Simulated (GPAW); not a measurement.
The system is Cu.

```
CELL_PARAMETERS angstrom
-1.45399 1.46431 1.37398
1.44871 -1.46799 1.37231
1.42515 1.43915 -1.37783
ATOMIC_POSITIONS crystal
Cu 0.00000 0.00000 0.00000
```

This isn't the form of Cu at room conditions, which is fcc.

The cell isn't the ideal one: cell sheared at random, sigma 0.01, atoms nudged by 0.01 Å.

```yaml
Program: GPAW 26.7.0
Task: relaxation of cell and atoms
Functional: PBEsol
Dispersion: D3(BJ)+ATM
Potentials_or_basis: PAW data sets generated in the run's folder for this functional
Cutoff: 600 eV
Basis: pw
k_mesh: 8 × 8 × 8
Occupations: fermi-dirac, width 0.05 eV
Spin: no spin polarisation
```

At the start: pressure -4.6 GPa; volume 11.46 Å³/atom.

How do energy, volume and symmetry change on relaxing?

Over 20 steps the energy falls by 46.5 meV/atom and the volume is 11.15 Å³/atom (-2.7 %); space group Fm-3m (No. 225, to 0.05 Å).

The path:
```tsv
step	energy change (eV)	largest force (eV/Å)	pressure (GPa)	volume (Å³)
1	0.0000	0.0000	-4.59	11.46
2	-0.0037	0.0000	-2.33	11.30
3	-0.0052	0.0000	0.47	11.12
4	-0.0054	0.0000	0.53	11.11
5	-0.0104	0.0000	1.56	11.09
6	-0.0111	0.0000	0.05	11.14
7	-0.0142	0.0000	0.04	11.15
8	-0.0191	0.0000	0.24	11.16
9	-0.0224	0.0000	0.02	11.16
10	-0.0301	0.0000	0.17	11.14
11	-0.0355	0.0000	0.11	11.14
12	-0.0364	0.0000	0.00	11.15
13	0.0578	0.0000	2.11	11.26
14	-0.0406	0.0000	-0.61	11.18
15	-0.0429	0.0000	-0.70	11.18
16	-0.0435	0.0000	-0.15	11.15
17	-0.0448	0.0000	0.09	11.13
18	-0.0456	0.0000	-0.27	11.16
19	-0.0465	0.0000	-0.07	11.15
20	-0.0465	0.0000	-0.06	11.15
```

Final structure:
```
Cu
1.0
    -1.23931    1.78603    1.25367
     1.23927   -1.78580    1.25096
     1.27108    1.75882   -1.25142
Cu
1
Direct
  0.00000 0.00000 0.00000
```

Caveat: the k mesh is coarse (spacing up to 0.40 Å⁻¹), so the values aren't converged; with this Cu data set, volumes or pressures lay over 1.5 % or 2 GPa off other programs in two to four cells of ten; later steps reuse the first step's grids; pairwise dispersion overbinds metals, which lowers pressure and volume.
